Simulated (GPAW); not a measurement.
# GaP (F-43m) in GPAW: notebook, part 2 of 2

GPAW 26.7.0.

**6. Relaxation of cell and atoms, PBEsol+D4**

run.py

```python
from ase.calculators.mixing import SumCalculator
from ase.filters import FrechetCellFilter
from ase.io import read, write
from ase.optimize import LBFGS
from dftd4.ase import DFTD4
from gpaw import GPAW, PW, setup_paths

setup_paths.insert(0, '.')

atoms = read('GaP.xyz')

calc = GPAW(mode=PW(600),
            xc='PBEsol',
            kpts={'size': (8, 8, 8), 'gamma': True},
            occupations={'name': 'fermi-dirac', 'width': 0.05},
            nbands=11,
            convergence={'density': 1e-05, 'forces': 0.0001},
            maxiter=150,
            txt='gpaw.txt')
atoms.calc = SumCalculator([calc, DFTD4(method='pbesol')])
opt = LBFGS(FrechetCellFilter(atoms), trajectory='relax.traj', logfile='-')
done = opt.run(fmax=0.01, steps=100)
calc.write('gs.gpw')
write('result.traj', atoms)
print('Converged:', done)
print('Cell:', atoms.cell.cellpar().round(4))
print('Volume:', round(atoms.get_volume(), 4))
print(atoms.get_scaled_positions().round(5))
```

GaP.xyz

```xyz
2
Lattice="0.0000000000 2.7252500000 2.7252500000 2.7252500000 0.0000000000 2.7252500000 2.7252500000 2.7252500000 0.0000000000" Properties=species:S:1:pos:R:3 pbc="T T T"
Ga     0.0000000000      0.0000000000      0.0000000000
P      4.0878750000      4.0878750000      4.0878750000
```

Potentials or basis: PAW data sets generated in the run's folder for this functional, pw.

Started as:

```
gpaw-setup -f PBEsol Ga P
OMP_NUM_THREADS=1 python run.py
```

gpaw.txt:

```text
__  _  _
 | _ |_)|_||  |
 |__||  | ||/\| - 26.7.0

Input parameters:
  mode=PW(ecut=600.0),
  convergence={'density': 1e-05, 'forces': 0.0001},
  kpts=MonkhorstPack(size=(8, 8, 8), gamma=True),
  maxiter=150,
  nbands=11,
  occupations=Occupations(name='fermi-dirac', width=0.05),
  xc=XC(name='PBEsol')

Diagonalizing LCAO Hamiltonian
Converting LCAO to pw mode

                    P

       Ga

Atoms  # Å, Bohr magnetons
|   | symbol |        x |        y |        z |    initial magnetic moments |
|---|--------|----------|----------|----------|-----------------------------|
| 0 |     Ga | 0.000000 | 0.000000 | 0.000000 | ( 0.0000,  0.0000,  0.0000) |
| 1 |      P | 4.087875 | 4.087875 | 4.087875 | ( 0.0000,  0.0000,  0.0000) |

Unit cell  # Å
| periodic |        x |        y |        z |  lengths |    angles |
|----------|----------|----------|----------|----------|-----------|
|      yes | 0.000000 | 2.725250 | 2.725250 | 3.854086 | 60.000000 |
|      yes | 2.725250 | 0.000000 | 2.725250 | 3.854086 | 60.000000 |
|      yes | 2.725250 | 2.725250 | 0.000000 | 3.854086 | 60.000000 |

Number of symmetries: 24
Symmetry operations  # r_c * U_cc + t_c -> r_c
|    | kind |            matrix            |
|----|------|------------------------------|
|  0 |  E   |  1, 0, 0,  0, 1, 0,  0, 0, 1 |
|  1 |  σ   |  1, 0, 0,  0, 0, 1,  0, 1, 0 |
|  2 |  σ   |  1, 0,-1,  0, 1,-1,  0, 0,-1 |
|  3 |  C3  |  1, 0,-1,  0, 0,-1,  0, 1,-1 |
|  4 |  C3  |  1,-1, 0,  0,-1, 1,  0,-1, 0 |
|  5 |  σ   |  1,-1, 0,  0,-1, 0,  0,-1, 1 |
|  6 |  σ   |  0, 1, 0,  1, 0, 0,  0, 0, 1 |
|  7 |  C3  |  0, 1, 0,  0, 0, 1,  1, 0, 0 |
|  8 |  C2  |  0, 1,-1,  1, 0,-1,  0, 0,-1 |
|  9 |  S4  |  0, 1,-1,  0, 0,-1,  1, 0,-1 |
| 10 |  C3  |  0, 0, 1,  1, 0, 0,  0, 1, 0 |
| 11 |  σ   |  0, 0, 1,  0, 1, 0,  1, 0, 0 |
| 12 |  S4  |  0, 0,-1,  1, 0,-1,  0, 1,-1 |
| 13 |  C3  |  0, 0,-1,  0, 1,-1,  1, 0,-1 |
| 14 |  S4  |  0,-1, 1,  1,-1, 0,  0,-1, 0 |
| 15 |  C2  |  0,-1, 1,  0,-1, 0,  1,-1, 0 |
| 16 |  C3  |  0,-1, 0,  1,-1, 0,  0,-1, 1 |
| 17 |  S4  |  0,-1, 0,  0,-1, 1,  1,-1, 0 |
| 18 |  S4  | -1, 1, 0, -1, 0, 1, -1, 0, 0 |
| 19 |  C3  | -1, 1, 0, -1, 0, 0, -1, 0, 1 |
| 20 |  C3  | -1, 0, 1, -1, 1, 0, -1, 0, 0 |
| 21 |  S4  | -1, 0, 1, -1, 0, 0, -1, 1, 0 |
| 22 |  σ   | -1, 0, 0, -1, 1, 0, -1, 0, 1 |
| 23 |  C2  | -1, 0, 0, -1, 0, 1, -1, 1, 0 |
[... 180 lines left out ...]
Gap: 1.527 eV
Transition (v -> c):
  (s=0, k=0, n=3, [0.00, 0.00, 0.00]) -> (s=0, k=24, n=4, [0.50, 0.50, 0.00])
Direct/indirect transitions are different
Direct gap: 1.813 eV
Transition at: (s=0, k=0, n=3, [0.00, 0.00, 0.00])

Stress tensor  # eV/Ang^3
|         x |         y |         z |
|-----------|-----------|-----------|
| -0.009639 |  0.000000 |  0.000000 |
|  0.000000 | -0.009639 |  0.000000 |
|  0.000000 |  0.000000 | -0.009639 |

Forces  # eV/Ang
|       x |        y |        z |
|---------|----------|----------|
| 0.00000 | -0.00000 | -0.00000 |  # Ga   0
| 0.00000 | -0.00000 | -0.00000 |  # P    1

Diagonalizing LCAO Hamiltonian
Converting LCAO to pw mode

                    P

       Ga

Atoms  # Å, Bohr magnetons
|   | symbol |         x |         y |         z |    initial magnetic moments |
|---|--------|-----------|-----------|-----------|-----------------------------|
| 0 |     Ga | -0.000000 | -0.000000 | -0.000000 | ( 0.0000,  0.0000,  0.0000) |
| 1 |      P |  4.087146 |  4.087146 |  4.087146 | ( 0.0000,  0.0000,  0.0000) |

Unit cell  # Å
| periodic |        x |        y |        z |  lengths |    angles |
|----------|----------|----------|----------|----------|-----------|
|      yes | 0.000000 | 2.724764 | 2.724764 | 3.853398 | 60.000000 |
|      yes | 2.724764 | 0.000000 | 2.724764 | 3.853398 | 60.000000 |
|      yes | 2.724764 | 2.724764 | 0.000000 | 3.853398 | 60.000000 |

Number of symmetries: 6
Symmetry operations  # r_c * U_cc + t_c -> r_c
|   | kind |            matrix            |
|---|------|------------------------------|
| 0 |  E   |  1, 0, 0,  0, 1, 0,  0, 0, 1 |
| 1 |  σ   |  1, 0, 0,  0, 0, 1,  0, 1, 0 |
| 2 |  σ   |  0, 1, 0,  1, 0, 0,  0, 0, 1 |
| 3 |  C3  |  0, 1, 0,  0, 0, 1,  1, 0, 0 |
| 4 |  C3  |  0, 0, 1,  1, 0, 0,  0, 1, 0 |
| 5 |  σ   |  0, 0, 1,  0, 1, 0,  1, 0, 0 |

BZ-sampling:
  Number of BZ points: 512
  Number of IBZ points: 65

  Monkhorst-Pack size: [8, 8, 8]
  Monkhorst-Pack shift: [0.0625, 0.0625, 0.0625]

K-points  # in reciprocal-cell coordinates
|     |                                coordinates |     weight |
|-----|--------------------------------------------|------------|
|   0 | (  0.00000000,   0.00000000,   0.00000000) | 0.00195312 |
|   1 | (  0.12500000,   0.00000000,  -0.12500000) | 0.01171875 |
|   2 | (  0.12500000,   0.00000000,   0.00000000) | 0.01171875 |
|   3 | (  0.12500000,   0.12500000,  -0.12500000) | 0.01171875 |
|   4 | (  0.12500000,   0.12500000,   0.00000000) | 0.01171875 |
|   5 | (  0.12500000,   0.12500000,   0.12500000) | 0.00390625 |
|   6 | (  0.25000000,  -0.12500000,  -0.12500000) | 0.01171875 |
|   7 | (  0.25000000,   0.00000000,  -0.25000000) | 0.01171875 |
|   8 | (  0.25000000,   0.00000000,  -0.12500000) | 0.02343750 |
|   9 | (  0.25000000,   0.00000000,   0.00000000) | 0.01171875 |
| ... |                                            |            |
|  64 | (  0.50000000,   0.50000000,   0.50000000) | 0.00195312 |
[... 157 lines left out ...]
Gap: 1.526 eV
Transition (v -> c):
  (s=0, k=0, n=3, [0.00, 0.00, 0.00]) -> (s=0, k=60, n=4, [0.50, 0.50, 0.00])
Direct/indirect transitions are different
Direct gap: 1.818 eV
Transition at: (s=0, k=0, n=3, [0.00, 0.00, 0.00])

Stress tensor  # eV/Ang^3
|         x |         y |         z |
|-----------|-----------|-----------|
| -0.009955 | -0.000000 | -0.000000 |
| -0.000000 | -0.009955 | -0.000000 |
| -0.000000 | -0.000000 | -0.009955 |

Forces  # eV/Ang
|        x |        y |        z |
|----------|----------|----------|
| -0.00000 | -0.00000 | -0.00000 |  # Ga   0
|  0.00000 |  0.00000 |  0.00000 |  # P    1

Interpolating wave functions to new cell

                    P

       Ga

Atoms  # Å, Bohr magnetons
|   | symbol |         x |         y |         z |    initial magnetic moments |
|---|--------|-----------|-----------|-----------|-----------------------------|
| 0 |     Ga | -0.000000 | -0.000000 | -0.000000 | ( 0.0000,  0.0000,  0.0000) |
| 1 |      P |  4.084925 |  4.084925 |  4.084925 | ( 0.0000,  0.0000,  0.0000) |

Unit cell  # Å
| periodic |        x |        y |        z |  lengths |    angles |
|----------|----------|----------|----------|----------|-----------|
|      yes | 0.000000 | 2.723283 | 2.723283 | 3.851304 | 59.999999 |
|      yes | 2.723283 | 0.000000 | 2.723283 | 3.851304 | 59.999999 |
|      yes | 2.723283 | 2.723283 | 0.000000 | 3.851304 | 59.999999 |

Number of symmetries: 6
Symmetry operations  # r_c * U_cc + t_c -> r_c
|   | kind |            matrix            |
|---|------|------------------------------|
| 0 |  E   |  1, 0, 0,  0, 1, 0,  0, 0, 1 |
| 1 |  σ   |  1, 0, 0,  0, 0, 1,  0, 1, 0 |
| 2 |  σ   |  0, 1, 0,  1, 0, 0,  0, 0, 1 |
| 3 |  C3  |  0, 1, 0,  0, 0, 1,  1, 0, 0 |
| 4 |  C3  |  0, 0, 1,  1, 0, 0,  0, 1, 0 |
| 5 |  σ   |  0, 0, 1,  0, 1, 0,  1, 0, 0 |

BZ-sampling:
  Number of BZ points: 512
  Number of IBZ points: 65

  Monkhorst-Pack size: [8, 8, 8]
  Monkhorst-Pack shift: [0.0625, 0.0625, 0.0625]

K-points  # in reciprocal-cell coordinates
|     |                                coordinates |     weight |
|-----|--------------------------------------------|------------|
|   0 | (  0.00000000,   0.00000000,   0.00000000) | 0.00195312 |
|   1 | (  0.12500000,   0.00000000,  -0.12500000) | 0.01171875 |
|   2 | (  0.12500000,   0.00000000,   0.00000000) | 0.01171875 |
|   3 | (  0.12500000,   0.12500000,  -0.12500000) | 0.01171875 |
|   4 | (  0.12500000,   0.12500000,   0.00000000) | 0.01171875 |
|   5 | (  0.12500000,   0.12500000,   0.12500000) | 0.00390625 |
|   6 | (  0.25000000,  -0.12500000,  -0.12500000) | 0.01171875 |
|   7 | (  0.25000000,   0.00000000,  -0.25000000) | 0.01171875 |
|   8 | (  0.25000000,   0.00000000,  -0.12500000) | 0.02343750 |
|   9 | (  0.25000000,   0.00000000,   0.00000000) | 0.01171875 |
| ... |                                            |            |
|  64 | (  0.50000000,   0.50000000,   0.50000000) | 0.00195312 |
[... 155 lines left out ...]
Gap: 1.523 eV
Transition (v -> c):
  (s=0, k=0, n=3, [0.00, 0.00, 0.00]) -> (s=0, k=60, n=4, [0.50, 0.50, 0.00])
Direct/indirect transitions are different
Direct gap: 1.831 eV
Transition at: (s=0, k=0, n=3, [0.00, 0.00, 0.00])

Stress tensor  # eV/Ang^3
|         x |         y |         z |
|-----------|-----------|-----------|
| -0.010920 |  0.000000 |  0.000000 |
|  0.000000 | -0.010920 |  0.000000 |
|  0.000000 |  0.000000 | -0.010920 |

Forces  # eV/Ang
|        x |        y |        z |
|----------|----------|----------|
|  0.00000 |  0.00000 |  0.00000 |  # Ga   0
| -0.00000 | -0.00000 | -0.00000 |  # P    1

# Writing to gs.gpw (mode='')
```

It took 52 s on 1 thread of Arm Neoverse V1, shared host; peak memory 0.2 GiB.

What came out:

```yaml
Free_energy: -10.2984 eV
Relaxed_volume: 20.20 Å³/atom
Relaxed_cell: a = 3.851 Å, b = 3.851 Å, c = 3.851 Å, α = 60.00°, β = 60.00°, γ = 60.00°
Space_group_after_relaxing_to_0.05_Å: F-43m (No. 216)
Energy_gained_by_relaxing: 0.0 meV/atom
Ionic_steps: 3
Pressure_after_relaxing: 0.0 GPa
Band_gap_on_the_k_mesh: 1.52 eV, indirect (least direct gap 1.83 eV)
Dispersion_energy_per_atom: -0.237 eV
```

Final structure:
```
Ga P
1.0
     0.00000    2.72328    2.72328
     2.72328    0.00000    2.72328
     2.72328    2.72328    0.00000
Ga P
1 1
Direct
  0.00000 0.00000 0.00000
  0.75000 0.75000 0.75000
```

Levels at points of the mesh, in eV from the valence-band top:
```
           k point  band 2  band 3  band 4  band 5  band 6  band 7
(0.00, 0.00, 0.00)    0.00    0.00    0.00    1.83    3.87    3.87
(0.50, 0.00, 0.00)   -6.67   -1.12   -1.12    1.64    4.68    4.68
(0.50, 0.50, 0.00)   -6.78   -2.70   -2.70    1.52    1.74   10.60
(0.50, 0.50, 0.50)   -6.67   -1.12   -1.12    1.64    4.68    4.68
```

Caveat: the data sets keep Ga 3d, Li 1s and Be 1s frozen, and some such compounds lay over 1.5 % in volume off other programs; later steps reuse the first step's grids.

**7. Summary**

| task | level | potentials or basis | cell | smearing | optimizer | fmax | max steps | convergence | gap on the mesh (eV) | pressure (GPa) | relaxed volume (Å³/atom) |
| --- | --- | --- | --- | --- | --- | --- | --- | --- | --- | --- | --- |
| single point | PBE | GPAW PAW data sets (gpaw-data 1.2.1), pw | as given | gaussian 0.028 eV | - | - | - | - | 1.67 | 4.5 | - |
| relaxation of cell and atoms | PBE+D3(BJ) | GPAW PAW data sets (gpaw-data 1.2.1), pw | relaxed | fermi-dirac 0.05 eV | BFGS | 0.02 eV/Å | 100 | density=1e-05 forces=0.0001 | 1.66 | 0.0 | 20.65 |
| relaxation of cell and atoms | PBE+D4 | GPAW PAW data sets (gpaw-data 1.2.1), pw | relaxed | fermi-dirac 0.05 eV | BFGS | 0.02 eV/Å | 40 | density=1e-05 forces=0.0001 | 1.68 | 0.0 | 20.51 |
| relaxation of cell and atoms | PBEsol+D3(BJ) | PAW data sets generated in the run's folder for this functional, pw | relaxed | fermi-dirac 0.05 eV | BFGS | 0.05 eV/Å | 100 | density=1e-05 forces=0.0001 | 1.51 | 0.0 | 20.09 |
| relaxation of cell and atoms | PBEsol+D4 | PAW data sets generated in the run's folder for this functional, pw | relaxed | fermi-dirac 0.05 eV | LBFGS | 0.01 eV/Å | 100 | density=1e-05 forces=0.0001 | 1.52 | 0.0 | 20.20 |

Alike in all rows: no spin polarisation; k mesh 8 × 8 × 8; cutoff (eV) 600.

Caveats: the data sets keep Ga 3d, Li 1s and Be 1s frozen, and some such compounds lay over 1.5 % in volume off other programs; later steps reuse the first step's grids (some runs).

Absolute energies hang on the potentials; compare differences alone.

**8. Comparison with measurements**

Step 2. A measured gap of GaP is 2.34 eV (indirect; 10 K; quoted in “Stacking defects in GaP nanowires: Electronic structure and optical properties”, 2018, arxiv:1810.01194); the calculated 1.67 eV misses it by -0.67 eV. Spin-orbit coupling on Ga is left out. The value is that of PBE on a finite k mesh, which can miss the band edges, without temperature or zero-point motion. Semilocal functionals fall short of measured gaps as a rule.
